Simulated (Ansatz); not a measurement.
# C, space group P6/mmm: a convergence test of the k-point mesh

With Ansatz 0.2.0 through its Python package.

At the Python prompt:
```pycon
>>> import warnings
>>> import ansatz
>>> SMEARING = "cold"
>>> WIDTH_EV = 0.1
>>> ECUT = 470
>>> XC = "PBEsol"
>>> warnings.simplefilter("ignore", ansatz.DeckWarning)
>>> crystal = (
...     ansatz.Lattice.of([2.45617, 0.0, 0.0], [-1.228085, 2.127106, 0.0], [0.0, 0.0, 8.523803])
...     .atom("C", [1 / 3, 2 / 3, 0.0])
...     .atom("C", [2 / 3, 1 / 3, 0.0])
... )
>>> [site.symbol for site in crystal.resolved().sites]
['C', 'C']
>>> job = (
...     crystal.calculation()
...     .occupations(SMEARING, width=WIDTH_EV)
...     .basis(ECUT)
...     .functional(XC)
... )
>>> rows = []
>>> for value in [0.8, 0.6, 0.5, 0.4, 0.33]:
...     summary = job.kpoints(spacing=value).run().report
...     rows.append((value, summary["free_energy_ev"] / len(summary["lattice"]["sites"]), summary["n_iterations"], summary["n_kpoints"]))
...
>>> print("spacing (1/A)   F/atom (eV)    iterations      k-points")
spacing (1/A)   F/atom (eV)    iterations      k-points
>>> for row in rows:
...     print(f"{str(row[0]):>12s}  {row[1]:12.5f}  {row[2]:12d}  {row[3]:12d}")
...
         0.8    -246.70552             5             4
         0.6    -246.67681             5            10
         0.5    -246.66258             5            14
         0.4    -246.68931             5            20
        0.33    -246.68182             5            24
>>> for row in rows[:-1]:
...     shift = 1000 * (row[1] - rows[-1][1])
...     print(f"{row[0]}: {shift:+.2f} meV/atom" + ("  (within 2 meV)" if abs(shift) < 2 else ""))
...
0.8: -23.70 meV/atom
0.6: +5.01 meV/atom
0.5: +19.24 meV/atom
0.4: -7.49 meV/atom
```

What to keep in mind:
- The cell holds layers, chains or clusters in vacuum, no bulk phase.
- Points of the mesh across the vacuum add cost only.
- This isn't the structure that C takes at ambient conditions.
- Shifts are counted from the finest mesh, which is itself no proven limit.
- It ran for 2.6 s on 1 thread of Intel(R) Xeon(R) Platinum 8259CL CPU @ 2.50GHz (Skylake/Cascade Lake), with other jobs on the host, peak memory 0.34 GiB.
